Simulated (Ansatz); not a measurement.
ZrSe2: projected DOS by orbital

```
CELL_PARAMETERS angstrom
3.79800 0.00000 0.00000
-1.89900 3.28916 0.00000
0.00000 0.00000 6.19200
ATOMIC_POSITIONS crystal
Zr 0.00000 0.00000 0.00000
Se 0.33333 0.66667 0.25000
Se 0.66667 0.33333 0.75000
```

Atoms are numbered in the order listed.

The cell is COD entry 1539555, as deposited and not checked against the literature; nothing was relaxed. It differs from other determinations.

All numbers below come from DFT, PBE, all-electron LAPW, scalar-relativistic (Ansatz 0.2.0).

Sampling and basis: a Γ-centred 8×8×5 k mesh, Fermi–Dirac smearing of 0.01 eV, basis error target 1 meV/atom, no spin polarisation.

States per eV for one atom of each kind, in 0.4 eV bins named by their centres, from the valence-band top, projected on a minimal set of Löwdin-orthogonalised atomic shells; orbitals are real harmonics on the Cartesian axes, equal curves share a column, and empty bins are left out, as is all above 4.8 eV, near the top of the computed bands.

Zr1 4d:

```
# E all dz2 dxz=dyz dx2-y2=dxy
-12.5 0.09 0.00 0.03 0.02
-12.1 0.62 0.00 0.20 0.11
-4.5 0.20 0.03 0.04 0.05
-4.1 0.59 0.13 0.09 0.14
-3.7 0.60 0.10 0.11 0.14
-3.3 0.53 0.09 0.10 0.12
-2.9 0.64 0.10 0.12 0.15
-2.5 2.04 0.30 0.52 0.35
-2.1 0.48 0.12 0.10 0.08
-1.7 0.41 0.05 0.11 0.07
-1.3 0.39 0.03 0.10 0.08
-0.9 0.17 0.02 0.04 0.04
-0.5 0.08 0.02 0.02 0.01
-0.1 0.01 0.00 0.00 0.00
0.3 0.02 0.01 0.00 0.00
0.7 0.79 0.31 0.14 0.10
1.1 2.30 0.75 0.42 0.36
1.5 1.26 0.56 0.17 0.18
1.9 1.05 0.16 0.14 0.30
2.3 3.03 0.50 0.23 1.04
2.7 3.34 1.51 0.13 0.78
3.5 0.05 0.00 0.02 0.01
3.9 1.41 0.03 0.50 0.19
4.3 1.86 0.02 0.68 0.24
```

Se2 4p:

```
# E all pz px=py
-12.9 0.01 0.00 0.00
-12.5 0.01 0.01 0.00
-12.1 0.03 0.02 0.01
-4.5 0.31 0.07 0.12
-4.1 0.96 0.32 0.32
-3.7 1.17 0.39 0.39
-3.3 0.92 0.27 0.33
-2.9 0.87 0.22 0.32
-2.5 2.17 0.71 0.73
-2.1 0.81 0.31 0.25
-1.7 1.22 0.37 0.43
-1.3 1.39 0.45 0.47
-0.9 0.78 0.37 0.21
-0.5 0.42 0.20 0.11
-0.1 0.09 0.05 0.02
0.7 0.10 0.06 0.02
1.1 0.23 0.13 0.05
1.5 0.15 0.05 0.05
1.9 0.19 0.04 0.07
2.3 0.34 0.13 0.11
2.7 0.29 0.12 0.09
3.5 0.01 0.00 0.00
3.9 0.39 0.06 0.16
4.3 0.61 0.09 0.26
```

Zr1 5s:

```
# E all
-13.3 0.01
-12.9 0.22
-12.5 0.25
-12.1 0.13
-4.5 0.10
-4.1 0.22
-3.7 0.10
-3.3 0.08
-2.9 0.07
-2.5 0.04
-2.1 0.02
-1.7 0.02
-1.3 0.01
0.7 0.02
1.1 0.05
1.5 0.01
1.9 0.01
2.3 0.02
2.7 0.13
3.9 0.02
4.3 0.01
```

Se2 4s:

```
# E all
-13.3 0.01
-12.9 0.28
-12.5 0.70
-12.1 3.20
-11.7 0.04
-4.5 0.01
-4.1 0.03
-3.7 0.03
-3.3 0.03
-2.9 0.02
-2.5 0.05
-2.1 0.03
-1.7 0.02
-1.3 0.02
-0.9 0.01
0.7 0.01
1.1 0.02
2.3 0.01
2.7 0.01
3.9 0.06
4.3 0.05
```
